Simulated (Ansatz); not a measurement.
## Zone-centre phonons of CuCl: input and output

Computed with DFT r2SCAN+D3(BJ), scalar-relativistic, plane waves, PAW in Ansatz 0.2.0.

Launched with:
```bash
ansatz run input.yaml --threads 1 --pin off --max-ram 2560MiB --backend cpu --events-out ev --progress --plain --runs-dir out
```

Input (bare energies are in eV):
```yaml
crystal:
  lattice:
    - [0.0, 2.6572, 2.6572]
    - [2.6572, 0.0, 2.6572]
    - [2.6572, 2.6572, 0.0]
  atoms:
    - { symbol: Cu, position: [0.0, 0.0, 0.0] }
    - { symbol: Cl, position: [0.25, 0.25, 0.25] }
basis:
  ecutwfc: 500
kpoints:
  mp_grid: { grid: [10, 10, 10] }
hamiltonian:
  xc: r2scan
  dispersion: d3bj
scf:
  occupations: { method: fixed }
output:
  eigenvalues: true
phonons:
  method: dfpt
  dielectric: true
  rigid_motions: translations
  eigenvectors: true
```

The end of the output:
```
--- Phonons (Γ-DFPT): 2 representative perturbations + reference, on 171 of 1000 k-points (Σ response iterations 11) ---
  k mesh reduced under 4 symmetry operations, with k and −k counted as one. Each operation leaves every solved perturbation unchanged. A smaller set is not considered because the functional reads the kinetic-energy density
  ASR residual: 2.580e-4 → 0.000e0 eV/Å²; symmetrization residual: 1.213e-5 eV/Å²
  pairwise dispersion correction: d3bj (s6 = 1.0, s8 = 0.78981345, a1 = 0.49484001, a2_bohr = 5.73083694), with the weights of each atom's references fixed at the reference crystal's, and the forces and stress that the weights' published ...
  ASR residual per site (eV/Å²): 1.08e-4 2.58e-4
  Γ frequencies (cm⁻¹): 0.00 0.00 0.00 169.91 169.91 169.91
  ε∞ (high-frequency dielectric tensor):
        4.534305    -0.000000     0.000000
       -0.000000     4.534305     0.000000
        0.000000     0.000000     4.534305
  ε⁰ (static dielectric tensor: ions relaxed, cell fixed):
        6.535992     0.000000    -0.000000
        0.000000     6.535992     0.000000
       -0.000000     0.000000     6.535992
  ε⁰ − ε∞ (ionic part):
        2.001687     0.000000    -0.000000
        0.000000     2.001687     0.000000
       -0.000000     0.000000     2.001687
  softest optical mode at Γ: 169.91 cm⁻¹; the repairs (sum rule, projections) moved no ω² at Γ by more than (1.59 cm⁻¹)²
  Born effective charges Z* (e; rows j = field, columns β = displacement):
    site 0:
         1.00141   -0.00000    0.00000
         0.00000    1.00141    0.00000
        -0.00000    0.00000    1.00141
    site 1:
        -1.00141    0.00000   -0.00000
        -0.00000   -1.00141   -0.00000
         0.00000   -0.00000   -1.00141
  Z* charge neutrality: 4.016e-4 e pre-enforcement
  solved inside a basis spanned on kpoints, on 10×10×10 k-points, its susceptibility summed on 14×14×14: ε∞ is read to err by 1.1e-2, Z* by 2.0e-2 e (field_mesh: kpoints solves on kpoints); Z* is corrected for ...
  optical modes at Γ without the LO–TO term, one row a degenerate level:
      ω (cm⁻¹) modes IR ((D/Å)²/amu)
        169.91      3             3.0501
  optical modes at Γ + LO–TO along q̂ = [1.0000, 0.0000, 0.0000]:
      ω (cm⁻¹) modes IR ((D/Å)²/amu)
        169.91      2             2.0334
        204.00      1             1.0167
  optical modes at Γ + LO–TO along q̂ = [0.0000, 1.0000, 0.0000]:
      ω (cm⁻¹) modes IR ((D/Å)²/amu)
        169.91      2             2.0334
        204.00      1             1.0167
  optical modes at Γ + LO–TO along q̂ = [0.0000, 0.0000, 1.0000]:
      ω (cm⁻¹) modes IR ((D/Å)²/amu)
        169.91      2             2.0334
        204.00      1             1.0167
```

The run took 8.5 min on 1 thread of Arm Neoverse N1, on a shared host, peak memory 1.4 GiB.

The cell is the ideal cubic zincblende prototype.